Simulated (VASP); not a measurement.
Runs of VASP 6.6.1 on CsSnI3. The structure is cubic, space group Pm-3m (No. 221). The conventional cell has a = 6.206 Å, b = 6.206 Å, c = 6.206 Å, α = 90.00°, β = 90.00°, γ = 90.00°. Around Cs (site symmetry m-3m) lie 12 I at 4.39 Å. I (site symmetry 4/mmm) has 2 Sn at 3.10 Å as nearest neighbours. Sn (site symmetry m-3m) is surrounded by 6 I at 3.10 Å. 

```tsv
potentials or basis	gap on the mesh (eV)	pressure (GPa)	relaxed volume (Å³/atom)
VASP PAW PBE potentials, release 54 (Cs_sv, I, Sn_d)	0.50	0.0	50.12
VASP PAW PBE potentials, release 64 (Cs_sv, I, Sn_d)	0.50	0.0	50.12
VASP PAW PBE potentials, release 64 (Cs_sv_GW, I_GW, Sn_d_GW)	0.49	0.0	49.99
VASP PAW PBE potentials, release 54 (Cs_sv, I, Sn)	0.50	0.0	49.99
VASP PAW PBE potentials, release 64 (Cs_sv, I, Sn)	0.50	0.0	(a)
```

Alike in all rows: task relaxation of cell and atoms; level PBE; no spin polarisation; cell relaxed; k mesh 4 × 4 × 4; cutoff (eV) 600; smearing fermi-dirac 0.05 eV.

Task: Fill in the values left out.

Result: (a) 49.97.

Caveats: spin-orbit coupling is left out, which moves the levels of the heavy elements.

A k mesh can miss the band edges, and the runs leave out spin-orbit coupling on Cs, I, Sn.

The runs don't all hold the same shells in valence.
